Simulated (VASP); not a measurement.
# HfC: relaxed cell and band gap, by functional

HfC, Fm-3m (no. 225), 2 atoms in the cell.

| Functional | Volume (Å³/atom) | Change from the starting volume (fraction) | Gap, path and mesh (eV) | Time (s) |
|---|---|---|---|---|
| LDA | 11.97 | -0.047 | 0.00 | 54 |
| LDA (PW92) | 11.96 | -0.048 | 0.00 | 53 |
| LDA (VWN5) | 11.92 | -0.051 | 0.00 | 52 |
| LDA (Hedin-Lundqvist) | 11.99 | -0.046 | 0.00 | 54 |
| LDA (Wigner) | 12.30 | -0.021 | 0.00 | 46 |
| Slater exchange only | 12.56 | 0.000 | 0.00 | 40 |
| PBE exchange only | 13.78 | 0.097 | 0.00 | 80 |
| PBE | 12.54 | -0.002 | 0.00 | 57 |
| PBEsol | 12.21 | -0.029 | 0.00 | 71 |

## Input of the first row

INCAR.step1:
```
PREC = Accurate
ENCUT = 600
EDIFF = 1E-7
ISMEAR = 0
SIGMA = 0.02
LREAL = False
LASPH = True
GGA_COMPAT = False
ALGO = Normal
NELM = 150
ISIF = 3
LWAVE = False
LCHARG = False
GGA = CA
IBRION = 2
EDIFFG = -0.005
NSW = 60
```

INCAR.step2, as INCAR.step1 but for:
```
- NSW = 60
+ NSW = 40
```

INCAR.step3, as INCAR.step2 but for:
```
- ISIF = 3
- IBRION = 2
- EDIFFG = -0.005
- NSW = 40
+ ISIF = 2
+ NBANDS = 14
```

KPOINTS:
```
k-points
0
Gamma
  8 8 8
```

KPOINTS_OPT:
```
path GXWKGLUWLK,UX
8
line-mode
reciprocal
 0.0000000000  0.0000000000  0.0000000000  G
 0.5000000000  0.0000000000  0.5000000000  X

 0.5000000000  0.0000000000  0.5000000000  X
 0.5000000000  0.2500000000  0.7500000000  W

 0.5000000000  0.2500000000  0.7500000000  W
 0.3750000000  0.3750000000  0.7500000000  K

 0.3750000000  0.3750000000  0.7500000000  K
 0.0000000000  0.0000000000  0.0000000000  G

 0.0000000000  0.0000000000  0.0000000000  G
 0.5000000000  0.5000000000  0.5000000000  L

 0.5000000000  0.5000000000  0.5000000000  L
 0.6250000000  0.2500000000  0.6250000000  U

 0.6250000000  0.2500000000  0.6250000000  U
 0.5000000000  0.2500000000  0.7500000000  W

 0.5000000000  0.2500000000  0.7500000000  W
 0.5000000000  0.5000000000  0.5000000000  L

 0.5000000000  0.5000000000  0.5000000000  L
 0.3750000000  0.3750000000  0.7500000000  K

 0.6250000000  0.2500000000  0.6250000000  U
 0.5000000000  0.0000000000  0.5000000000  X
```

POSCAR.step1:
```
HfC
1.0
    0.0000000000      2.3250000000      2.3250000000
    2.3250000000      0.0000000000      2.3250000000
    2.3250000000      2.3250000000      0.0000000000
Hf C
1 1
Direct
    0.5000000000      0.5000000000      0.5000000000
    0.0000000000      0.0000000000      0.0000000000
```

Commands (each step's output is kept before the next begins):
```
cat potpaw_LDA.64/Hf_pv/POTCAR potpaw_LDA.64/C/POTCAR > POTCAR
cp INCAR.step1 INCAR
cp POSCAR.step1 POSCAR
mpirun -np 1 vasp_std > vasp.out
cp CONTCAR POSCAR
rm WAVECAR CHG
cp INCAR.step2 INCAR
mpirun -np 1 vasp_std > vasp.out
cp CONTCAR POSCAR
rm WAVECAR CHG
cp INCAR.step3 INCAR
mpirun -np 1 vasp_std > vasp.out
```

Changes of the last row against the first:
```
(all steps)
- GGA = CA
+ GGA = PS
- cat potpaw_LDA.64/Hf_pv/POTCAR potpaw_LDA.64/C/POTCAR > POTCAR
+ cat potpaw_PBE.64/Hf_pv/POTCAR potpaw_PBE.64/C/POTCAR > POTCAR
```

VASP 6.6.1 took 54 s on 1 core (Intel Xeon Platinum 8488C (Sapphire Rapids)), a shared host.
